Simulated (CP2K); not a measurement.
## In under changes of volume

One of the cells (26.144 Å³/atom); the others are scaled copies at fixed shape and fractional positions:

```
In
1.0
     3.37691    0.00000    0.00000
     0.24723    3.36784    0.00000
    -1.81207   -1.68392    2.29876
In
1
Direct
  0.00000 0.00000 0.00000
```

| Property | Result |
| --- | --- |
| Program | CP2K 2026.2 |
| Functional | PBEsol |
| Potentials or basis | POTENTIAL_UZH In GTH-PBE-q13; TZVP-MOLOPT-PBE-GTH basis |
| Density cutoff | 6123 eV |
| k mesh | 11 × 11 × 11 |
| Occupations | fermi-dirac, width 0.05 eV |
| Spin | no spin polarisation |

```csv
volume (Å³/atom),energy over the lowest point (meV/atom),pressure (GPa)
24.575,8.60,2.5
25.098,2.56,1.3
25.621,0.00,0.3
26.144,0.48,-0.5
26.666,3.62,-1.3
27.189,9.12,-2.0
27.712,?,?
```

Question: What does the run at 27.712 Å³/atom give?

Answer: Energy over the lowest point 16.70 meV/atom; pressure -2.6 GPa.

Worked out: A Birch-Murnaghan fit of order 3 (a polynomial in V^(-2/3)) to the other rows has its minimum at 25.79 Å³/atom with B0 = V·E''(V) = 44 GPa and B' = 5.4 at fixed shape and positions, which overstates the stiffness. It gives 16.67 meV/atom at 27.712 Å³/atom, against the run's 16.70, and -dE/dV = -2.6 GPa, against -2.6.

Energies are extrapolated to zero smearing.

Caveats: the potentials were made for another functional, which shifts forces and pressure; the basis of atomic orbitals isn't converged, which shifts pressures, moduli and gaps.
